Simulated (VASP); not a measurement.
# C213N2 (a cell with a defect) in VASP: settings compared

Aim: see how the results for C213N2 (a cell with a defect) move with the level of theory and the settings. Levels: PBE, HSE06. Tasks: hyperfine couplings.

Everything below comes from runs of VASP 6.6.1. Logs are shortened: lines on timing, memory, paths and dates and some standing lists are left out, and cuts for length are marked.

## Step 1: The structure

The cell holds a defect, 215 atoms: a = 10.716 Å, b = 10.716 Å, c = 10.716 Å, α = 90.00°, β = 90.00°, γ = 90.00°.

The cell was built by a generator and needn't be a form met in nature.

## Step 2: Hyperfine couplings, PBE, collinear spin, ferromagnetic start

The input, INCAR:

```
  ALGO = Normal
  EDIFF = 1E-7
  ENCUT = 420
  GGA = PE
  ISIF = 2
  ISMEAR = 0
  ISPIN = 2
  ISYM = 0
  LASPH = T
  LCHARG = F
  LEFG = T
  LHYPERFINE = T
  LORBIT = 11
  LREAL = F
  LUSENCCL = F
  LWAVE = F
  MAGMOM = 0 0 0 0 0 0 0 0 0 0 0 0 0 0 0 0 0 0 0 0 0 0 0 0 0 0 0 0 0 0 0 0 0 0 0 0 0 0 0 0 0 0 0 0 0 0 0 0 0 0 0 0 0 0 0 0 0 0 0 0 0 0 0 0 0 0 0 0 0 0 0 0 0 0 0 0 0 0 0 0 0 0 0 0 0 0 0 0 0 0 0 0 0 0 0 0 0 0 0 0 0 0 0 0 0 0 0 0 0 0 0 0 0 0 0 0 0 0 0 0 0 0 0 0 0 0 0 0 0 0 0 0 0 0 0 0 0 0 0 0 0 0 0 0 0 0 0 0 0 0 0 0 0 0 0 0 0 0 0 0 0 0 0 0 0.5 0 0 0 0 0 0 0 0 0 0 0 0 0 0 0 0 0 0 0 0 0 0 0 0 0 0 0 0 0 0 0 0 0 0.5 0 0 0 0 0 0 0 0 0 0 0 0 0 0 0 0
  NELECT = 863
  NELM = 80
  NGYROMAG = 3.0777 10.7084
  NUPDOWN = 1
  PREC = Accurate
  QUAD_EFG = 20.44 0
  SIGMA = 0.01
```

The input, KPOINTS:

```
k-points
0
Gamma
  1 1 1
```

The input, POSCAR:

```
C213N2
1.0
   10.7160000000      0.0000000000      0.0000000000
    0.0000000000     10.7160000000      0.0000000000
    0.0000000000      0.0000000000     10.7160000000
N C
2 213
Direct
    0.0910088000      0.0909137000      0.0909137000
    0.0910088000      0.9090863000      0.9090863000
    0.0035956000      0.1662022000      0.1662022000
    0.0835669000      0.2510912000      0.2510912000
    0.1661811000      0.0040459000      0.1660351000
    0.2511960000      0.0836860000      0.2510540000
[... 207 lines left out ...]
    0.8341598000      0.8335306000      0.6675806000
    0.9177943000      0.9174212000      0.7516531000
```

Potentials or basis: VASP PAW PBE potentials, release 64 (N, C).

Launch:

```
$ cat potpaw_PBE.64/N/POTCAR potpaw_PBE.64/C/POTCAR > POTCAR
$ mpirun -np 1 vasp_std > vasp.out
```

OUTCAR:

```text
EDIFF = 1E-7
   ENCUT = 420
   GGA = PE
   ISIF = 2
   ISMEAR = 0
   ISPIN = 2
   ISYM = 0
   LASPH = T
   LORBIT = 11
   LREAL = F
   NELECT = 863
   NELM = 80
   NUPDOWN = 1
   PREC = Accurate

 ion  position               nearest neighbor table
   1  0.091  0.091  0.091-   5 1.47   7 1.47   3 1.48
   2  0.091  0.909  0.909-  21 1.47  55 1.47  67 1.48
   3  0.004  0.166  0.166-   1 1.48   4 1.55 149 1.56 151 1.56
   4  0.084  0.251  0.251-  33 1.54   3 1.55  29 1.55  15 1.55
   5  0.166  0.004  0.166-   1 1.47   6 1.55  52 1.56  56 1.56
   6  0.251  0.084  0.251-  80 1.54   5 1.55  74 1.55  15 1.55
   7  0.166  0.166  0.004-   1 1.47   8 1.55  20 1.56  22 1.56
   8  0.251  0.251  0.084-  96 1.54   7 1.55  74 1.55  29 1.55
[... 193 lines left out ...]
 202  0.667  0.833  0.500- 133 1.55 201 1.55 203 1.55 135 1.55
 203  0.750  0.917  0.584- 156 1.55 160 1.55 202 1.55 214 1.55
 204  0.833  0.667  0.500- 201 1.55 179 1.55 205 1.55 183 1.55
 205  0.917  0.750  0.583-  65 1.55 204 1.55  59 1.55 214 1.55
[... 8 lines left out ...]
 214  0.834  0.834  0.668- 209 1.55 205 1.55 203 1.55 215 1.56
 215  0.918  0.917  0.752-  17 1.54 164 1.55 214 1.56  67 1.56

IMPORTANT INFORMATION: All symmetrisations will be switched off!
NOSYMM: (Re-)initialisation of all symmetry stuff for point group C_1.

----------------------------------------------------------------------------------------

                                     Primitive cell

  volume of cell :    1230.5467

  direct lattice vectors                    reciprocal lattice vectors
    10.716000000  0.000000000  0.000000000     0.093318402  0.000000000  0.000000000
     0.000000000 10.716000000  0.000000000     0.000000000  0.093318402  0.000000000
     0.000000000  0.000000000 10.716000000     0.000000000  0.000000000  0.093318402

  length of vectors
    10.716000000 10.716000000 10.716000000     0.093318402  0.093318402  0.093318402

  position of ions in fractional coordinates (direct lattice)
     0.091008800  0.090913700  0.090913700
     0.091008800  0.909086300  0.909086300
     0.003595600  0.166202200  0.166202200
     0.083566900  0.251091200  0.251091200
     0.166181100  0.004045900  0.166035100
     0.251196000  0.083686000  0.251054000
[... 175 lines left out ...]
     0.833366600  0.499996500  0.333238300
     0.916767900  0.583341900  0.416658100
   k-points           NKPTS =      1   k-points in BZ     NKDIM =      1   number of bands    NBANDS=    540
   number of dos      NEDOS =    301   number of ions     NIONS =    215
   total plane-waves  NPLWV = 373248
   dimension x,y,z NGX =    72 NGY =   72 NGZ =   72
   dimension x,y,z NGXF=   144 NGYF=  144 NGZF=  144
   ions per type =               2 213
   NGX,Y,Z   is equivalent  to a cutoff of  11.17, 11.17, 11.17 a.u.
   NGXF,Y,Z  is equivalent  to a cutoff of  22.34, 22.34, 22.34 a.u.
 SYSTEM =  unknown system
   PREC   = accura    normal or accurate (medium, high low for compatibility)
   ISTART =      0    job   : 0-new  1-cont  2-samecut
   ICHARG =      2    charge: 1-file 2-atom 10-const
   ISPIN  =      2    spin polarized calculation?
   LNONCOLLINEAR =      F non collinear calculations
   LSORBIT =      F    spin-orbit coupling
   LASPH  =      T    aspherical Exc in radial PAW
   ENCUT  =  420.0 eV  30.87 Ry    5.56 a.u.  17.91 17.91 17.91*2*pi/ulx,y,z
   NELM   =     80;   NELMIN=  2; NELMDL= -5     # of ELM steps
   EDIFF  = 0.1E-06   stopping-criterion for ELM
   LREAL  =      F    real-space projection
   EDIFFG = 0.1E-05   stopping-criterion for IOM
   NSW    =      0    number of steps for IOM
   IBRION =     -1    ionic relax: 0-MD 1-quasi-New 2-CG
   NFREE  =      0    steps in history (QN), initial steepest desc. (CG)
   ISIF   =      2    stress and relaxation
   ISYM   =      0    0-nonsym 1-usesym 2-fastsym
   POTIM  = 0.5000    time-step for ionic-motion
   TEBEG  =    0.0;   TEEND  =   0.0 temperature during run
   PSTRESS=    0.0 pullay stress
   NELECT =     863.0000    total number of electrons
   NUPDOWN=       1.0000    fix difference up-down
   EMIN   =  10.00;   EMAX   =-10.00  energy-range for DOS
   EFERMI =   0.00;   METHOD = LEGACY
[... 961 lines left out ...]
      0.97525      0.97423      0.97423        -0.001727     -0.000308     -0.000332
      0.97525      9.74177      9.74177        -0.001727      0.000330      0.000304
      0.03853      1.78102      1.78102         0.002799      0.002502      0.002497
      0.89550      2.69069      2.69069        -0.003765      0.001521      0.001520
      1.78080      0.04336      1.77923        -0.000064      0.006038      0.004037
      2.69182      0.89678      2.69029        -0.000223     -0.002960     -0.001105
[... 207 lines left out ...]
      8.93886      8.93211      7.15379         0.001397     -0.003286     -0.005191
      9.83508      9.83109      8.05471        -0.001300      0.000539      0.001738
 -----------------------------------------------------------------------------------
    total drift:                               -0.000436     -0.000034      0.000032

  FREE ENERGIE OF THE ION-ELECTRON SYSTEM (eV)
  ---------------------------------------------------
  free  energy   TOTEN  =     -1935.1332158927 eV

  energy  without entropy=    -1935.1332158927  energy(sigma->0) =    -1935.13321589

 Electric field gradients (V/A^2)
---------------------------------------------------------------------
 ion       V_xx      V_yy      V_zz      V_xy      V_xz      V_yz
---------------------------------------------------------------------
   1       0.093    -0.047    -0.047   -70.785   -70.785   -71.452
   2       0.093    -0.047    -0.047    70.785    70.785   -71.452
   3       1.644    -0.822    -0.822    -8.051    -8.051     9.010
   4      -0.619     0.310     0.310    -2.046    -2.046    -2.443
   5      -0.979     1.464    -0.486    -8.630     7.575    -6.662
   6       0.265    -0.618     0.353    -1.846    -2.123    -1.759
[... 207 lines left out ...]
 214       0.024    -0.093     0.070    -0.844     0.076    -0.046
 215       0.408     0.194    -0.602     1.429     3.639    -0.908
---------------------------------------------------------------------

 Electric field gradients after diagonalization (V/A^2)
 (convention: |V_zz| > |V_xx| > |V_yy|)
----------------------------------------------------------------------
 ion       V_xx      V_yy      V_zz     asymmetry (V_yy - V_xx)/ V_zz
----------------------------------------------------------------------
   1      71.405    70.611  -142.016       0.006
   2      71.405    70.611  -142.016       0.006
   3      -9.832    -6.931    16.763       0.173
   4       2.752     1.615    -4.367       0.261
   5      -9.073    -6.241    15.315       0.185
   6       2.433     1.402    -3.835       0.269
[... 207 lines left out ...]
 214       0.822     0.060    -0.881       0.864
 215       3.651     0.702    -4.354       0.677
----------------------------------------------------------------------

           NMR quadrupolar parameters

 Cq : quadrupolar parameter    Cq=e*Q*V_zz/h
 eta: asymmetry parameters     (V_yy - V_xx)/ V_zz
 Q  : nuclear electric quadrupole moment in mb (millibarn)
----------------------------------------------------------------------
 ion       Cq(MHz)       eta       Q (mb)
----------------------------------------------------------------------
   1      -7.019       0.006      20.440
   2      -7.019       0.006      20.440
   3       0.000       0.173       0.000
   4      -0.000       0.261       0.000
   5       0.000       0.185       0.000
   6      -0.000       0.269       0.000
[... 207 lines left out ...]
 214      -0.000       0.864       0.000
 215      -0.000       0.677       0.000
----------------------------------------------------------------------

 Fermi contact (isotropic) hyperfine coupling parameter (MHz)
 -------------------------------------------------------------
  ion      A_pw      A_1PS     A_1AE     A_1c      A_tot
 -------------------------------------------------------------
   1      -0.046    -0.049    -2.667    -0.097    -2.664
   2      -0.046    -0.049    -2.667    -0.097    -2.664
   3      -0.046    -0.047    -0.650     0.060    -0.650
   4       0.008     0.008     0.131    -0.010     0.130
   5       0.095     0.095     0.551    -0.172     0.550
   6       0.020     0.020     0.099    -0.037     0.099
[... 207 lines left out ...]
 214      -0.012    -0.013    -0.502    -0.002    -0.501
 215       0.464     0.470     7.710    -0.549     7.704
 -------------------------------------------------------------

 Dipolar hyperfine coupling parameters (MHz)
 ---------------------------------------------------------------------
  ion      A_xx      A_yy      A_zz      A_xy      A_xz      A_yz
 ---------------------------------------------------------------------
   1       0.039    -0.020    -0.020     0.230     0.230    -0.063
   2       0.039    -0.020    -0.020    -0.230    -0.230    -0.063
   3      -0.471     0.235     0.235     0.298     0.298     0.611
   4      -0.141     0.070     0.070     0.138     0.138     0.190
   5       0.456    -0.321    -0.135    -0.014     0.688    -0.192
   6       0.180    -0.173    -0.007     0.079     0.209     0.031
[... 207 lines left out ...]
 214      -0.259     0.000     0.259     0.064     0.097     0.244
 215      -0.835    -0.246     1.081    -0.336    -0.617     1.135
 ---------------------------------------------------------------------

 Total hyperfine coupling parameters after diagonalization (MHz)
 (convention: |A_zz| > |A_xx| > |A_yy|)
 ----------------------------------------------------------------------
  ion      A_xx      A_yy      A_zz     asymmetry (A_yy - A_xx)/ A_zz
 ----------------------------------------------------------------------
   1      -2.621    -2.355    -3.017      -0.088
   2      -2.621    -2.355    -3.017      -0.088
   3      -1.025     0.319    -1.245      -1.080
   4      -0.090     0.011     0.471       0.214
   5       0.289    -0.109     1.472      -0.270
   6      -0.094    -0.038     0.427       0.132
[... 207 lines left out ...]
 214      -0.648    -0.076    -0.780      -0.733
 215       6.809     6.687     9.617      -0.013
 ---------------------------------------------------------------------

 total charge

# of ion       s       p       d       tot
------------------------------------------
    1        1.218   2.661   0.000   3.878
    2        1.218   2.661   0.000   3.878
    3        0.825   1.710   0.000   2.535
    4        0.834   1.756   0.000   2.590
    5        0.825   1.712   0.000   2.538
    6        0.834   1.757   0.000   2.591
[... 207 lines left out ...]
  214        0.830   1.741   0.000   2.571
  215        0.830   1.740   0.000   2.571
--------------------------------------------------
tot        179.424 377.488   0.000 556.912

 magnetization (x)

# of ion       s       p       d       tot
------------------------------------------
    1       -0.001   0.000   0.000  -0.000
    2       -0.001   0.000   0.000  -0.000
    3       -0.000  -0.000   0.000  -0.000
    4        0.000   0.000   0.000   0.000
    5        0.000   0.001   0.000   0.001
    6        0.000   0.000   0.000   0.000
[... 207 lines left out ...]
  214       -0.000  -0.000   0.000  -0.000
  215        0.001   0.003   0.000   0.004
--------------------------------------------------
tot          0.083   0.539   0.000   0.622
```

It took 17 min on 1 × NVIDIA H100 80GB with 1 thread of AMD EPYC 7R13 (Zen 3), shared host; peak memory 2.2 GiB.

Results:

* Free energy: -1935.1332 eV
* Largest force: 0.010 eV/Å
* Net moment: 1.00 μB per cell
* Site moments: N -0.00; C -0.00, +0.00, +0.01, -0.01, +0.02, +0.24 μB
* Valence electrons inside the program's atomic spheres: N 3.88; C 2.54, 2.59, 2.58, 2.57

Caveat: the cell carries a net charge on a neutralising background, which shifts energy and pressure; the cell is charged against a uniform background, so pressure and absolute levels hang on convention; the total moment is fixed, so each spin has its own Fermi level.

(Continued in part 2 of 2.)
